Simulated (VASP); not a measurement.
Wanted: the native input for a VASP 6.6.1 run.

```
Task                   : single point
Functional             : r2SCAN
Potentials or basis    : VASP PAW PBE potentials, release 64 (In_d, As)
Cutoff                 : 520 eV
k mesh                 : 14 × 14 × 14
Occupations            : gaussian, width 0.05 eV
Spin                   : no spin polarisation
Dipole correction      : no
Further INCAR settings : ALGO = Normal; EDIFF = 1e-06; NBANDS = 16
```

Crystal: InAs.

```
In As
1.0
     0.00000    2.80412    2.80412
     2.80412    0.00000    2.80412
     2.80412    2.80412    0.00000
In As
1 1
Direct
  0.50000 0.50000 0.50000
  0.00000 0.00000 0.00000
```

Measurements of this composition are mostly on another form, of space group No. 216.

One way to write it, as run:

POSCAR

```
InAs
1.0
    0.0000000000      2.8041234027      2.8041234027
    2.8041234027      0.0000000000      2.8041234027
    2.8041234027      2.8041234027      0.0000000000
In As
1 1
Direct
    0.5000000000      0.5000000000      0.5000000000
    0.0000000000      0.0000000000      0.0000000000
```

INCAR.step1

```
  PREC = Accurate
  ENCUT = 520
  ISMEAR = 0
  SIGMA = 0.05
  LREAL = False
  LASPH = True
  NELM = 60
  NBANDS = 16
  GGA = PE
  ALGO = Normal
  EDIFF = 1E-4
  LWAVE = True
  LCHARG = False
```

INCAR.step2

```
  PREC = Accurate
  ENCUT = 520
  EDIFF = 1E-6
  ISMEAR = 0
  SIGMA = 0.05
  LREAL = False
  LASPH = True
  NELM = 60
  ALGO = Normal
  ISIF = 2
  LWAVE = False
  LCHARG = False
  METAGGA = R2SCAN
  LMIXTAU = True
  NBANDS = 16
  ISTART = 1
```

KPOINTS

```
regular mesh
0
Gamma
  14 14 14
```

Potentials or basis: VASP PAW PBE potentials, release 64 (In_d, As).

Run with:

```bash
$ cat potpaw_PBE.64/In_d/POTCAR potpaw_PBE.64/As/POTCAR > POTCAR
$ cp INCAR.step1 INCAR
$ mpirun -np 1 vasp_std > vasp.out
$ cp INCAR.step2 INCAR
$ mpirun -np 1 vasp_std > vasp.out
```

It gave:

```
Pressure               : 3.4 GPa
Band gap on the k mesh : none (metal or under the smearing width)
```

Caveat: the PAW data sets were made with another functional, which shifts forces and pressure a little.

Wall time 2.7 min on 1 thread of Intel(R) Xeon(R) Platinum 8488C (Sapphire Rapids), with other jobs on the host, peak memory 0.22 GiB.
